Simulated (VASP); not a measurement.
# Results of a VASP single-point calculation on SiC (zincblende)

POSCAR

```
Si C
 1.0000000000000000
    -0.0000000000000000    2.1780523603502222    2.1780523603502222
     2.1780523603502222   -0.0000000000000000    2.1780523603502222
     2.1780523603502222    2.1780523603502222    0.0000000000000000
 Si  C
   1   1
Cartesian
  0.0000000000000000 -0.0000000000000000 -0.0000000000000000
  1.0890261801751111  1.0890261801751111  1.0890261801751111
```

```
gap between bands v and c : 2.23 eV
least direct gap          : 5.73 eV
```

Band v is the last that the valence electrons fill when counted band by band, and c is the next. Levels in eV from the top of v:

```
point    v−1      v     c    c+1
    Γ   0.00   0.00  7.55   8.60
    X  -3.50  -3.50  2.23   5.38
    W  -5.45  -5.06  6.34  10.92
    K  -6.03  -2.85  4.09   9.08
    L  -1.16  -1.16  6.65   8.48
```

Problem. Which of these levels of theory gave these results?
A. PBEsol
B. HSE06
C. PBE0
D. PBE with spin–orbit coupling
E. r²SCAN
F. LDA
G. PBE

Solution. B.

The INCAR was:

```
ISIF = 2
HFSCREEN = 0.2079
PRECFOCK = Fast
IBRION = -1
LWAVE = .FALSE.
LCHARG = .FALSE.
LREAL = .FALSE.
ISMEAR = 0
PREC = Accurate
ISTART = 1
GGA = PE
AEXX = 0.25
ENCUT = 520
NELM = 120
LHFCALC = .TRUE.
EDIFF = 1E-7
SIGMA = 0.01
NBANDS = 11
NSW = 0
ALGO = Normal
LASPH = .TRUE.
```
